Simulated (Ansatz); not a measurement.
**Hg: frozen-core PAW against all-electron methods**

```
Hg
1.0
     2.23398   -2.04586    0.00000
     2.23398    2.04586    0.00000
    -0.34874    0.00000    3.03980
Hg
1
Cartesian
  2.0596 0.0000 1.5199
```

The cell is the one relaxed in the Materials Project (mp-1184569), not relaxed further here; entries there can be hypothetical.

Methods: DFT, PBE, PAW with Ansatz's default frozen-core files, fully relativistic files with spin-orbit coupling (Ansatz 0.2.0); DFT, PBE, all-electron LAPW, Dirac equation with spin-orbit coupling (Ansatz 0.2.0).

For PAW: a Γ-centred 11×11×11 k mesh, Fermi–Dirac smearing of 0.05 eV, cutoff 420 eV, no spin polarisation. LAPW targets a basis error of 1 meV/atom. The Ansatz runs share mesh, smearing and spin set-up. Plane-wave (PAW) pressures include the program's estimate of the Pulay term.

Stress and pressure are positive in compression.

Levels count from the Fermi level.

| quantity | PAW | LAPW |
| --- | --- | --- |
| pressure (GPa) | 0.14 | 0.13 |
| stress xx (GPa) | 0.22 | 0.20 |
| stress yy (GPa) | 0.18 | 0.17 |
| stress zz (GPa) | 0.02 | 0.01 |
| highest filled level at Y2 (eV) | -4.845 | -4.845 |
| lowest empty level at Y2 (eV) | 0.724 | 0.725 |
| highest filled level at D2 (eV) | -4.968 | -4.968 |
| lowest empty level at D2 (eV) | 2.422 | 2.422 |
| highest filled level at A (eV) | -1.543 | -1.543 |
| lowest empty level at A (eV) | 11.920 | 11.920 |
